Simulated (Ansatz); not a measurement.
**Moving spin-orbit coupling in AuZn**

```cif
data_structure
_symmetry_space_group_name_H-M 'Pm-3m'
_symmetry_Int_Tables_number 221
_cell_length_a 3.1470
_cell_length_b 3.1470
_cell_length_c 3.1470
_cell_angle_alpha 90.000
_cell_angle_beta 90.000
_cell_angle_gamma 90.000
_cell_volume 31.17
loop_
_atom_site_label
_atom_site_type_symbol
_atom_site_symmetry_multiplicity
_atom_site_Wyckoff_symbol
_atom_site_fract_x
_atom_site_fract_y
_atom_site_fract_z
_atom_site_occupancy
Au1 Au 1 a 0.00000 0.00000 0.00000 1
Zn1 Zn 1 b 0.50000 0.50000 0.50000 1
```

Kept alike: task band structure; functional PBE; k mesh 8 × 8 × 8; occupations fermi-dirac, width 0.05 eV. Program: Ansatz, Ansatz PAW, cutoff 420 eV. The mesh is that of the run's cell of 2 atoms.

| spin-orbit coupling | pressure (GPa) |
| --- | --- |
| off | 5.10 |
| on | 4.32 |

Pressure is positive in compression, with a Pulay correction for the finite cutoff. For a metal such a mesh leaves the last digits unconverged.

Q: What does spin-orbit coupling change here?

A: The pressure runs from 4.32 (on) to 5.10 GPa (off).
